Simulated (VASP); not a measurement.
**LiH in VASP: relaxing the cell with several functionals**

An exercise on one series of results from a longer session: the logs are not shown, and one member is left open.

Code: VASP 6.6.1. PAW datasets, plane waves, zero pressure. Simulation only: spin-unpolarised, and no claim that this is the phase found in nature.

### The system as given

The symmetry is Pm-3m (No. 221, cubic); conventional cell a = 1.931 Å, 3.60 Å³ an atom. Li has 8 H at 1.67 Å; H has 8 Li at 1.67 Å.

Structure file:

```
CELL_PARAMETERS angstrom
1.93138 0.00000 0.00000
0.00000 1.93138 0.00000
0.00000 0.00000 1.93138
ATOMIC_POSITIONS crystal
Li 0.00000 0.00000 0.00000
H 0.50000 0.50000 0.50000
```

Set-up of the first run:

INCAR

```
ENCUT = 600.000000
SIGMA = 0.020000
EDIFF = 1.00e-07
EDIFFG = -5.00e-03
GGA = PE
PREC = Accurate
IBRION = 2
ISIF = 3
ISMEAR = -1
NBANDS = 9
NELM = 120
NSW = 40
LASPH = .TRUE.
LCHARG = .FALSE.
LWAVE = .FALSE.
LREAL = .FALSE.
```

KPOINTS

```
KPOINTS created by Atomic Simulation Environment
0
Gamma
12 12 12
0 0 0
```

POSCAR

```
Li H
 1.0000000000000000
     1.9313821427000000    0.0000000000000000    0.0000000000000000
     0.0000000000000000    1.9313821427000000    0.0000000000000000
     0.0000000000000000    0.0000000000000000    1.9313821427000000
 Li  H
   1   1
Cartesian
  0.0000000000000000  0.0000000000000000  0.0000000000000000
  0.9656910713500000  0.9656910713500000  0.9656910713500000
```

Potentials: the recommended PBE PAW datasets, 4 valence electrons in the neutral cell.

Command:

```bash
> mpirun -np 1 vasp_std
```

Steps of the session up to this table: PBE: cell and atoms; Relaxing with r2SCAN; PBEsol: cell and atoms; Relaxation with LDA.

One table of the session follows, with a row left open; its other results are not shown here.

```
 level  a (Å)  volume (Å³/atom)
   PBE  2.503             7.844
r2SCAN  2.494             7.758
PBEsol  2.488             7.703
   LDA      ?                 ?
```

Q: Estimate the row for LDA from the others.

As computed: a (Å): 2.442; volume (Å³/atom): 7.284. In the column «a (Å)» it is the lowest.

What this shows: The PBE run changed the volume by +117.7 % from its own start of 3.60 Å³/atom. LDA gives the smallest cell and PBE the largest, 7.7 % apart in volume. LDA's volume lies 7.1 % below PBE's.
